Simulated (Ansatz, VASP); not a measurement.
# One calculation of InP, two programs

```
In P
1.0
     0.00000    2.97989    2.97989
     2.97989    0.00000    2.97989
     2.97989    2.97989    0.00000
In P
1 1
Direct
  0.00000 0.00000 0.00000
  0.25000 0.25000 0.25000
```

Alike in both runs: functional PBE; k mesh 10 × 10 × 10; occupations gaussian, width 0.02 eV; no spin polarisation.

Ansatz relaxed the structure, and its values are those at the end. VASP's run is a single point on that final structure, the one shown.

```csv
,VASP,Ansatz
version,VASP 6.6.1,Ansatz 0.2.0
potentials or method,"VASP PAW PBE potentials, release 64 (In_d, P)","scalar-relativistic, plane waves, PAW"
plane-wave cutoff (eV),520,420
valence electrons in the cell,18,18
```

|  | VASP | Ansatz | Ansatz less VASP |
| --- | --- | --- | --- |
| gap on the k mesh at the Fermi level (eV) | 0.44 | 0.44 | +0.003 |
| least direct gap on the mesh (eV) | 0.44 | 0.44 | +0.003 |
| pressure (GPa) | -0.1 | 0.0 | +0.05 |

Caveats: spin-orbit coupling is left out, which moves the levels of the heavy elements. Expect the measured gap to be larger: semilocal functionals such as PBE lack the derivative discontinuity.
